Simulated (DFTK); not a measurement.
RbBr:

```
CELL_PARAMETERS angstrom
0.00000 3.42700 3.42700
3.42700 0.00000 3.42700
3.42700 3.42700 0.00000
ATOMIC_POSITIONS crystal
Rb 0.00000 0.00000 0.00000
Br 0.50000 0.50000 0.50000
```

| Quantity | Value |
| --- | --- |
| Program | DFTK 0.8.2 |
| Task | single point |
| Functional | PBE |
| Potentials or basis | dojo.nc.sr.pbe.v0_4_1.standard.upf (PBE) |
| Cutoff | 789 eV |
| k mesh | 7 × 7 × 7 |
| Occupations | fermi-dirac, width 0.05 eV |
| Spin | no spin polarisation |

On this cell: pressure 1.0 GPa; largest force zero by symmetry; band gap on the k mesh 4.36 eV, direct.

The same run follows on a disturbed copy (atoms moved at random, drawn with an rms of 0.05 Å):

```
Rb Br
1.0
     0.00000    3.42700    3.42700
     3.42700    0.00000    3.42700
     3.42700    3.42700    0.00000
Rb Br
1 1
Direct
  0.99680 0.00037 0.00213
  0.50154 0.50308 0.49052
```

**Question.** What changes?

**Answer.** The energy moves by +0.7 meV/atom; pressure 1.0 GPa; largest force 0.058 eV/Å; band gap on the k mesh 4.36 eV, direct.

Forces on the atoms (eV/Å):
```
Rb  -0.038 -0.029  0.032
Br   0.038  0.029 -0.032
```

Caveats: an odd mesh through Γ misses points on the zone boundary, where band edges often lie.
